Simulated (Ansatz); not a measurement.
Method: Ansatz, DFT PBE, scalar-relativistic, plane waves, PAW. Settings: cutoff 420 eV, Γ-centred meshes spaced at most about 0.3 Å⁻¹, and about 0.25 Å⁻¹ or finer for metals (2π included), Gaussian smearing. No spin polarisation.

Temperature and zero-point effects are left out.

Compare these two cells of ScAl4, each relaxed at this level.

A.

Space group P6_3/mmc (No. 194). a = 3.025 Å, b = 3.025 Å, c = 22.967 Å, α = 90.00°, β = 90.00°, γ = 120.00°
| atom | site | symmetry | x | y | z |
| --- | --- | --- | --- | --- | --- |
| Sc | 2d | -6m2 | 0.3333 | 0.6667 | 0.7500 |
| Al | 4f | 3m. | 0.3333 | 0.6667 | 0.9508 |
| Al | 4f | 3m. | 0.3333 | 0.6667 | 0.1457 |

B.

Space group I4/m (No. 87). a = 6.639 Å, b = 6.639 Å, c = 4.017 Å, α = 90.00°, β = 90.00°, γ = 90.00°
| atom | site | symmetry | x | y | z |
| --- | --- | --- | --- | --- | --- |
| Sc | 2b | 4/m.. | 0.0000 | 0.0000 | 0.5000 |
| Al | 8h | m.. | 0.9046 | 0.3036 | 0.0000 |

Question: Which form is favoured at zero pressure, and by what margin per atom?

Answer: B is lower, by 153 meV/atom. A has Sc and Al ordered on hcp sites, space group P6_3/mmc (No. 194), 18.2 Å³/atom and no gap on its mesh; B has Sc and Al ordered on fcc sites, space group I4/m (No. 87), 17.7 Å³/atom and no gap. In A, around Sc lie 6 Al at 2.96 Å and 6 Sc at 3.02 Å; Al on its first site has 6 Al at 2.82–2.85 Å and 6 Al at 3.02 Å; around Al on its second site lie 3 Al at 2.82 Å, 3 Sc at 2.96 Å and 6 Al at 3.02 Å. In B, around Sc lie 12 Al at 2.91–2.99 Å; around Al lie 9 Al at 2.87–2.99 Å and 3 Sc at 2.91–2.99 Å. Both come from invented guesses.

Cells relaxed within their symmetry can be saddle points.
